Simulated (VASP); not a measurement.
# PtSe2 (C2/m) in VASP: notebook, part 2 of 3

VASP 6.6.1. Earlier steps stand in the parts before.

### Step 3. Single point, LDA+U, collinear spin, ferromagnetic start

The input, INCAR:

```
SYSTEM = PtSe2
PREC = Accurate
ENCUT = 520
EDIFF = 1E-6
ISMEAR = 0
SIGMA = 0.05
LREAL = .FALSE.
LASPH = .TRUE.
NELM = 60
ALGO = Normal
ISIF = 2
LWAVE = .FALSE.
LCHARG = .FALSE.
ISPIN = 2
MAGMOM = 0.5 0 0
LORBIT = 11
LMAXMIX = 4
LDAU = .TRUE.
LDAUTYPE = 2
LDAUL = 2 -1
LDAUU = 4 0
LDAUJ = 0 0
LDAUPRINT = 1
GGA = CA
```

The input, KPOINTS:

```
regular mesh
0
G
  6 6 4
  0 0 0
```

The input, POSCAR:

```
PtSe2
1.0
    3.2802082100     -2.0108328800      0.0000000000
    3.2802082100      2.0108328800      0.0000000000
   -0.0032294100      0.0000000000      4.6257814300
Pt Se
1 2
Direct
    0.0000000000      0.0000000000      0.0000000000
    0.6879000000      0.6879000000      0.2889000000
    0.3121000000      0.3121000000      0.7111000000
```

Potentials or basis: VASP PAW LDA potentials, release 64 (Pt, Se).

Command:

```sh
> cat potpaw_LDA.64/Pt/POTCAR potpaw_LDA.64/Se/POTCAR > POTCAR
> mpirun -np 1 vasp_std > vasp.out
```

OUTCAR:

```text
SYSTEM = PtSe2
   PREC = Accurate
   ENCUT = 520
   EDIFF = 1E-6
   ISMEAR = 0
   LREAL = .FALSE.
   LASPH = .TRUE.
   NELM = 60
   ISIF = 2
   ISPIN = 2
   LORBIT = 11
   GGA = CA

 ion  position               nearest neighbor table
   1  0.000  0.000  0.000-   2 2.45   3 2.45   2 2.71   2 2.71   3 2.71   3 2.71
   2  0.688  0.688  0.289-   1 2.45   1 2.71   1 2.71
   3  0.312  0.312  0.711-   1 2.45   1 2.71   1 2.71

  LATTYP: Found a base centered monoclinic cell.
 ALAT       =     6.5604164200
 B/A-ratio  =     0.6130198912
[... 1139 lines left out ...]
 -----------------------------------------------------------------------------
  energy-cutoff  :      520.00
  volume of cell :       61.02
      direct lattice vectors                 reciprocal lattice vectors
     3.280208210 -2.010832880  0.000000000     0.152429348 -0.248653185  0.000106416
     3.280208210  2.010832880  0.000000000     0.152429348  0.248653185  0.000106416
    -0.003229410  0.000000000  4.625781430     0.000000000  0.000000000  0.216179691

 POSITION                                       TOTAL-FORCE (eV/Angst)
 -----------------------------------------------------------------------------------
      0.00000      0.00000      0.00000         0.000000      0.000000      0.000000
      4.51198      0.00000      1.33639        -0.501614      0.000000     -1.014565
      2.04521      0.00000      3.28939         0.501614      0.000000      1.014565
 -----------------------------------------------------------------------------------
    total drift:                                0.000000      0.000000      0.000000

  FREE ENERGIE OF THE ION-ELECTRON SYSTEM (eV)
  ---------------------------------------------------
  free  energy   TOTEN  =       -13.8775326187 eV

  energy  without entropy=      -13.8762800007  energy(sigma->0) =      -13.87690631

 total charge

# of ion       s       p       d       tot
------------------------------------------
    1        0.610   0.511   8.361   9.483
    2        1.502   2.141   0.062   3.705
    3        1.502   2.141   0.062   3.705
--------------------------------------------------
tot          3.615   4.793   8.485  16.893

 magnetization (x)

# of ion       s       p       d       tot
------------------------------------------
    1       -0.000  -0.000   0.000   0.000
    2        0.000   0.000  -0.000   0.000
    3        0.000   0.000  -0.000   0.000
--------------------------------------------------
tot         -0.000   0.000   0.000   0.000
```

OSZICAR:

```text
N       E                     dE             d eps       ncg     rms          rms(c)
DAV:   1     0.116782661783E+03    0.11678E+03   -0.99687E+03  2852   0.126E+03
DAV:   2    -0.903713539269E+01   -0.12582E+03   -0.12326E+03  3604   0.239E+02
DAV:   3    -0.139187092187E+02   -0.48816E+01   -0.48170E+01  3423   0.499E+01
DAV:   4    -0.139603837942E+02   -0.41675E-01   -0.41655E-01  3345   0.494E+00
DAV:   5    -0.139607769366E+02   -0.39314E-03   -0.39313E-03  3436   0.462E-01    0.121E+01
DAV:   6    -0.138838521704E+02    0.76925E-01   -0.86101E-01  2897   0.890E+00    0.595E+00
DAV:   7    -0.138795461479E+02    0.43060E-02   -0.24548E-01  2841   0.484E+00    0.277E+00
DAV:   8    -0.138744590342E+02    0.50871E-02   -0.92827E-02  3079   0.321E+00    0.491E-01
DAV:   9    -0.138763353429E+02   -0.18763E-02   -0.86360E-03  3289   0.731E-01    0.315E-01
DAV:  10    -0.138773407492E+02   -0.10054E-02   -0.16783E-03  3429   0.348E-01    0.143E-01
DAV:  11    -0.138774799717E+02   -0.13922E-03   -0.15923E-04  3177   0.112E-01    0.696E-02
DAV:  12    -0.138775291769E+02   -0.49205E-04   -0.72775E-05  3156   0.898E-02    0.194E-02
DAV:  13    -0.138775325575E+02   -0.33806E-05   -0.10094E-05  3121   0.286E-02    0.718E-03
DAV:  14    -0.138775326187E+02   -0.61174E-07   -0.58669E-07  1452   0.576E-03
   1 F= -.13877533E+02 E0= -.13876906E+02  d E =-.125262E-02  mag=    -0.0000
```

Wall time 68 s (1 thread of Intel Xeon Platinum 8375C at 2.90GHz (Ice Lake), shared host); peak memory 0.22 GiB.

Results:

```
Free energy                                           : -13.8775 eV
Pressure                                              : -11.1 GPa
Largest force                                         : 1.132 eV/Å
Band gap on the k mesh                                : none (metal or under the smearing width)
Net moment                                            : 0.00 μB per cell
Valence electrons inside the program's atomic spheres : Pt 9.48; Se 3.71
```

Forces in eV/Å, atoms in the order of the input:
```
Pt   0.000  0.000  0.000
Se  -0.502  0.000 -1.015
Se   0.502  0.000  1.015
```

Levels at points of the mesh, in eV from the Fermi level:
Spin up:
| k point | band 7 | band 8 | band 9 | band 10 | band 11 | band 12 | band 13 | band 14 | band 15 |
| --- | --- | --- | --- | --- | --- | --- | --- | --- | --- |
| (0.00, 0.00, 0.00) | -3.75 | -2.50 | -1.00 | -0.17 | -0.10 | 0.74 | 1.01 | 3.83 | 3.92 |
| (0.50, 0.00, 0.00) | -3.52 | -3.31 | -3.28 | -2.78 | -2.44 | 0.09 | 2.66 | 5.76 | 6.90 |
| (0.50, 0.50, 0.00) | -3.68 | -3.65 | -3.56 | -2.70 | -2.26 | 1.00 | 2.30 | 5.01 | 6.02 |
| (0.00, 0.00, 0.50) | -3.78 | -2.47 | -2.15 | -1.96 | -1.50 | 2.14 | 2.33 | 5.37 | 6.63 |
| (0.50, 0.00, 0.50) | -3.53 | -3.17 | -3.14 | -1.76 | -0.07 | 0.22 | 1.81 | 4.94 | 4.99 |
| (0.50, 0.50, 0.50) | -3.59 | -3.55 | -2.95 | -1.92 | -1.39 | -0.35 | 1.09 | 6.02 | 6.15 |
Spin down:
| k point | band 7 | band 8 | band 9 | band 10 | band 11 | band 12 | band 13 | band 14 | band 15 |
| --- | --- | --- | --- | --- | --- | --- | --- | --- | --- |
| (0.00, 0.00, 0.00) | -3.75 | -2.50 | -1.00 | -0.17 | -0.10 | 0.74 | 1.01 | 3.83 | 3.92 |
| (0.50, 0.00, 0.00) | -3.52 | -3.31 | -3.28 | -2.78 | -2.44 | 0.09 | 2.66 | 5.76 | 6.90 |
| (0.50, 0.50, 0.00) | -3.68 | -3.65 | -3.56 | -2.70 | -2.26 | 1.00 | 2.30 | 5.01 | 6.02 |
| (0.00, 0.00, 0.50) | -3.78 | -2.47 | -2.15 | -1.96 | -1.50 | 2.14 | 2.33 | 5.37 | 6.63 |
| (0.50, 0.00, 0.50) | -3.53 | -3.17 | -3.14 | -1.76 | -0.07 | 0.22 | 1.81 | 4.94 | 4.99 |
| (0.50, 0.50, 0.50) | -3.59 | -3.55 | -2.95 | -1.92 | -1.39 | -0.35 | 1.09 | 6.02 | 6.15 |

Eigenvalues of the final occupation matrices:
| site | spin | trace | eigenvalues |
| --- | --- | --- | --- |
| site 1 d | 1 | 4.21 | 0.70 0.76 0.91 0.92 0.92 |
| site 1 d | 2 | 4.21 | 0.70 0.76 0.91 0.92 0.92 |

Caveat: forces of over 1 eV/Å show positions far from the minimum, so gaps and moduli don't describe the material at rest. The state reached can hang on the start; a lower one may exist.

### Step 4. Single point, LDA+U, collinear spin, ferromagnetic start

The input, INCAR:

```
PREC = Accurate ; ENCUT = 520
EDIFF = 1E-7 ; ISMEAR = 0
SIGMA = 0.05 ; LREAL = F
LASPH = T ; NELM = 80
ALGO = Normal ; ISIF = 2
LWAVE = F ; LCHARG = F
ISPIN = 2 ; MAGMOM = 0.5 0 0
LORBIT = 11 ; LMAXMIX = 4
LDAU = T ; LDAUTYPE = 2
LDAUL = 2 -1 ; LDAUU = 4 0
LDAUJ = 0 0 ; LDAUPRINT = 1
GGA = CA ; NBANDS = 22
```

The input, KPOINTS:

```
Automatic mesh
0
Gamma
  6 6 4
```

POSCAR is that of step 3.

Command:

```sh
> cat potpaw_LDA.64/Pt/POTCAR potpaw_LDA.64/Se/POTCAR > POTCAR
> mpirun -np 1 vasp_std > vasp.out
```

It took 43 s on 1 thread of Intel Xeon 6975P-C (Granite Rapids), shared host; peak memory 0.23 GiB.

The run converged. Its results:

```
Free energy                                           : -13.8775 eV
Pressure                                              : -11.1 GPa
Largest force                                         : 1.132 eV/Å
Band gap on the k mesh                                : none (metal or under the smearing width)
Net moment                                            : 0.00 μB per cell
Valence electrons inside the program's atomic spheres : Pt 9.48; Se 3.71
```

Forces on the atoms (eV/Å):
```
Pt   0.000  0.000  0.000
Se  -0.502  0.000 -1.015
Se   0.502  0.000  1.015
```

Stress tensor (GPa, compression positive):
```
 -8.27   0.00  -4.48
  0.00 -17.18   0.00
 -4.48   0.00  -7.73
```

Levels at points of the mesh, in eV from the Fermi level:
Spin up:
```
           k point  band 9  band 10  band 11  band 12  band 13  band 14
(0.00, 0.00, 0.00)   -1.00    -0.17    -0.10     0.74     1.01     3.83
(0.50, 0.00, 0.00)   -3.28    -2.78    -2.44     0.09     2.66     5.76
(0.50, 0.50, 0.00)   -3.56    -2.70    -2.26     1.00     2.30     5.01
(0.00, 0.00, 0.50)   -2.15    -1.96    -1.50     2.14     2.33     5.37
(0.50, 0.00, 0.50)   -3.14    -1.76    -0.07     0.22     1.81     4.94
(0.50, 0.50, 0.50)   -2.95    -1.92    -1.39    -0.35     1.09     6.02
```
Spin down:
```tsv
k point	band 7	band 8	band 9	band 10	band 11	band 12	band 13	band 14	band 15	band 16
(0.00, 0.00, 0.00)	-3.75	-2.50	-1.00	-0.17	-0.10	0.74	1.01	3.83	3.92	6.49
(0.50, 0.00, 0.00)	-3.52	-3.31	-3.28	-2.78	-2.44	0.09	2.66	5.76	6.90	7.22
(0.50, 0.50, 0.00)	-3.68	-3.65	-3.56	-2.70	-2.26	1.00	2.30	5.01	6.02	6.16
(0.00, 0.00, 0.50)	-3.78	-2.47	-2.15	-1.96	-1.50	2.14	2.33	5.37	6.63	6.78
(0.50, 0.00, 0.50)	-3.53	-3.17	-3.14	-1.76	-0.07	0.22	1.81	4.94	4.99	8.42
(0.50, 0.50, 0.50)	-3.59	-3.55	-2.95	-1.92	-1.39	-0.35	1.09	6.02	6.15	9.11
```

Eigenvalues of the final occupation matrices:
| site | spin | trace | eigenvalues |
| --- | --- | --- | --- |
| site 1 d | 1 | 4.21 | 0.70 0.76 0.91 0.92 0.92 |
| site 1 d | 2 | 4.21 | 0.70 0.76 0.91 0.92 0.92 |

Caveat: forces of over 1 eV/Å show positions far from the minimum, so gaps and moduli don't describe the material at rest. The state reached can hang on the start; a lower one may exist.

### Step 5. Single point, LDA+U, collinear spin, random start

The input, INCAR:

```
SYSTEM = PtSe2
ALGO     = Normal         ! electronic algorithm
EDIFF    = 1E-6           ! SCF threshold, eV
ENCUT    = 520            ! plane-wave cutoff, eV
GGA      = CA             ! functional
ISIF     = 2              ! what is computed and relaxed
ISMEAR   = 0              ! smearing method
ISPIN    = 2              ! spin polarisation
LASPH    = .True.         ! aspherical terms in the spheres
LCHARG   = .False.        ! write CHGCAR
LDAU     = .True.         ! DFT+U
LDAUJ    = 0 0          
LDAUL    = 2 -1           ! shell
LDAUPRINT= 1            
LDAUTYPE = 2            
LDAUU    = 4 0            ! U, eV
LMAXMIX  = 4              ! l up to which the mixer works
LORBIT   = 11             ! projections on sites
LREAL    = .False.        ! projectors in reciprocal space
LWAVE    = .False.        ! write WAVECAR
MAGMOM   = -0.42 0 0      ! initial moments
NELM     = 60             ! most SCF steps
PREC     = Accurate       ! precision mode
SIGMA    = 0.05           ! smearing width, eV
```

The input, KPOINTS:

```
k-points
0
Gamma
  6 6 4
  0 0 0
```

POSCAR is that of step 4.

Potentials or basis: VASP PAW LDA potentials, release 64 (Pt, Se).

Command:

```sh
> cat potpaw_LDA.64/Pt/POTCAR potpaw_LDA.64/Se/POTCAR > POTCAR
> mpirun -np 1 vasp_std > vasp.out
```

OUTCAR:

```text
SYSTEM = PtSe2
   EDIFF = 1E-6
   ENCUT = 520
   GGA = CA
   ISIF = 2
   ISMEAR = 0
   ISPIN = 2
   LASPH = .True.
   LORBIT = 11
   LREAL = .False.
   NELM = 60
   PREC = Accurate

 ion  position               nearest neighbor table
   1  0.000  0.000  0.000-   2 2.45   3 2.45   2 2.71   2 2.71   3 2.71   3 2.71
   2  0.688  0.688  0.289-   1 2.45   1 2.71   1 2.71
   3  0.312  0.312  0.711-   1 2.45   1 2.71   1 2.71

  LATTYP: Found a base centered monoclinic cell.
 ALAT       =     6.5604164200
 B/A-ratio  =     0.6130198912
 C/A-ratio  =     0.7051050210
 COS(beta)  =    -0.0006981327

  Lattice vectors:

 A1 = (   3.2802082100,  -2.0108328800,   0.0000000000)
 A2 = (   3.2802082100,   2.0108328800,   0.0000000000)
 A3 = (  -0.0032294100,   0.0000000000,   4.6257814300)

Analysis of symmetry for initial positions (statically):
=====================================================================
 Subroutine PRICEL returns:
 Original cell was already a primitive cell.

 Routine SETGRP: Setting up the symmetry group for a
 base centered monoclinic supercell.

 Subroutine GETGRP returns: Found  4 space group operations
 (whereof  4 operations were pure point group operations)
 out of a pool of  4 trial point group operations.

The static configuration has the point symmetry C_2h.

Analysis of symmetry for dynamics (positions and initial velocities):
=====================================================================
 Subroutine PRICEL returns:
 Original cell was already a primitive cell.

 Routine SETGRP: Setting up the symmetry group for a
 base centered monoclinic supercell.

 Subroutine GETGRP returns: Found  4 space group operations
 (whereof  4 operations were pure point group operations)
 out of a pool of  4 trial point group operations.

The dynamic configuration has the point symmetry C_2h.

Analysis of structural, dynamic, and magnetic symmetry:
=====================================================================
 Subroutine PRICEL returns:
[... 209 lines left out ...]
 E-fermi :   5.8689     XC(G=0): -10.9748

 val. band max:        5.8631564911   @ k =   0.1667   0.0000   0.5000
 cond. band min:       5.8778189801   @ k =  -0.3333   0.3333   0.0000
 fundamental gap:      0.0146624890
 Fermi energy:         5.8689079431

 spin component 1

 k-point     1 :       0.0000    0.0000    0.0000
  band No.  band energies     occupation
      1      -9.2866      1.00000
      2      -5.9993      1.00000
      3      -0.7314      1.00000
      4       0.1461      1.00000
      5       0.3065      1.00000
      6       2.0567      1.00000
      7       2.1234      1.00000
      8       3.3642      1.00000
      9       4.8704      1.00000
     10       5.7001      1.00000
     11       5.7675      0.99793
     12       6.6073      0.00000
[... 841 lines left out ...]
      4       0.3739      1.00000
      5       0.8937      1.00000
      6       1.2736      1.00000
      7       2.1392      1.00000
      8       2.5060      1.00000
      9       3.7821      1.00000
     10       4.1142      1.00000
     11       4.9689      1.00000
     12       6.5283      0.00000
     13       8.0309      0.00000
     14      10.8700      0.00000
     15      12.5870      0.00000

 [... further k-points ...]

------------------------ aborting loop because EDIFF is reached ----------------------------------------

  FORCE on cell =-STRESS in cart. coord.  units (eV):
  Direction    XX          YY          ZZ          XY          YZ          ZX
  --------------------------------------------------------------------------------------
  -------------------------------------------------------------------------------------
  Total       -3.1512533     -6.5431129     -2.9456342      0.0000000      0.0000000     -1.7051891
  in kB      -82.7373100   -171.7918286    -77.3387067      0.0000000      0.0000000    -44.7703641
  external PRESSURE =    -110.6226151 kB  Pullay stress =       0.0000000 kB

 VOLUME and BASIS-vectors are now :
 -----------------------------------------------------------------------------
  energy-cutoff  :      520.00
  volume of cell :       61.02
      direct lattice vectors                 reciprocal lattice vectors
     3.280208210 -2.010832880  0.000000000     0.152429348 -0.248653185  0.000106416
     3.280208210  2.010832880  0.000000000     0.152429348  0.248653185  0.000106416
    -0.003229410  0.000000000  4.625781430     0.000000000  0.000000000  0.216179691

 POSITION                                       TOTAL-FORCE (eV/Angst)
 -----------------------------------------------------------------------------------
      0.00000      0.00000      0.00000         0.000000      0.000000      0.000000
      4.51198      0.00000      1.33639        -0.501614      0.000000     -1.014575
      2.04521      0.00000      3.28939         0.501614      0.000000      1.014575
 -----------------------------------------------------------------------------------
    total drift:                                0.000000      0.000000      0.000000

  FREE ENERGIE OF THE ION-ELECTRON SYSTEM (eV)
  ---------------------------------------------------
  free  energy   TOTEN  =       -13.8775326221 eV

  energy  without entropy=      -13.8762800616  energy(sigma->0) =      -13.87690634

 total charge

# of ion       s       p       d       tot
------------------------------------------
    1        0.610   0.511   8.361   9.483
    2        1.502   2.141   0.062   3.705
    3        1.502   2.141   0.062   3.705
--------------------------------------------------
tot          3.615   4.793   8.485  16.893

 magnetization (x)

# of ion       s       p       d       tot
------------------------------------------
    1        0.000   0.000  -0.000  -0.000
    2       -0.000  -0.000   0.000  -0.000
    3       -0.000  -0.000   0.000  -0.000
--------------------------------------------------
tot         -0.000  -0.000  -0.000  -0.000
```

OSZICAR:

```text
N       E                     dE             d eps       ncg     rms          rms(c)
DAV:   1     0.116796429444E+03    0.11680E+03   -0.99851E+03  2852   0.126E+03
DAV:   2    -0.907605334797E+01   -0.12587E+03   -0.12327E+03  3618   0.239E+02
DAV:   3    -0.139316555855E+02   -0.48556E+01   -0.47892E+01  3423   0.498E+01
DAV:   4    -0.139724724271E+02   -0.40817E-01   -0.40746E-01  3373   0.490E+00
DAV:   5    -0.139728553394E+02   -0.38291E-03   -0.38289E-03  3471   0.457E-01    0.121E+01
DAV:   6    -0.138851803678E+02    0.87675E-01   -0.84036E-01  2883   0.882E+00    0.594E+00
DAV:   7    -0.138802409804E+02    0.49394E-02   -0.24214E-01  2848   0.480E+00    0.273E+00
DAV:   8    -0.138745526651E+02    0.56883E-02   -0.93096E-02  3114   0.322E+00    0.473E-01
DAV:   9    -0.138764023332E+02   -0.18497E-02   -0.86083E-03  3261   0.731E-01    0.306E-01
DAV:  10    -0.138773694110E+02   -0.96708E-03   -0.16002E-03  3464   0.342E-01    0.141E-01
DAV:  11    -0.138774829662E+02   -0.11356E-03   -0.13700E-04  3086   0.102E-01    0.690E-02
DAV:  12    -0.138775299692E+02   -0.47003E-04   -0.75579E-05  3170   0.918E-02    0.173E-02
DAV:  13    -0.138775325681E+02   -0.25989E-05   -0.86929E-06  3135   0.259E-02    0.667E-03
DAV:  14    -0.138775326221E+02   -0.54051E-07   -0.56011E-07  1459   0.544E-03
   1 F= -.13877533E+02 E0= -.13876906E+02  d E =-.125256E-02  mag=     0.0000
```

stdout:

```text
POSCAR found type information on POSCAR PtSe
 POSCAR found :  2 types and       3 ions
 scaLAPACK will be used
 LDA part: xc-table for (Slater(with rela. corr.)+CA(PZ))
 , standard interpolation
 POSCAR, INCAR and KPOINTS ok, starting setup
 FFT: planning ... GRIDC
 FFT: planning ... GRID_SOFT
 FFT: planning ... GRID
 WAVECAR not read
 entering main loop
```

Run time: 30 s. Hardware: 1 thread of Intel Xeon 6975P-C (Granite Rapids), shared host; peak memory 0.21 GiB.

What came out:

- Free energy: -13.8775 eV
- Pressure: -11.1 GPa
- Largest force: 1.132 eV/Å
- Band gap on the k mesh: none (metal or under the smearing width)
- Net moment: 0.00 μB per cell
- Valence electrons inside the program's atomic spheres: Pt 9.48; Se 3.71

Forces on the atoms (eV/Å):
```
Pt   0.000  0.000  0.000
Se  -0.502  0.000 -1.015
Se   0.502  0.000  1.015
```

Stress tensor (GPa, compression positive):
```
 -8.27   0.00  -4.48
  0.00 -17.18   0.00
 -4.48   0.00  -7.73
```

Eigenvalues of the final occupation matrices:
```
    site  spin  trace               eigenvalues
site 1 d     1   4.21  0.70 0.76 0.91 0.92 0.92
site 1 d     2   4.21  0.70 0.76 0.91 0.92 0.92
```

Caveat: forces of over 1 eV/Å show positions far from the minimum, so gaps and moduli don't describe the material at rest. Spin-orbit coupling is left out, which matters for the levels of Pt.

(Part 2 of 3 ends here.)
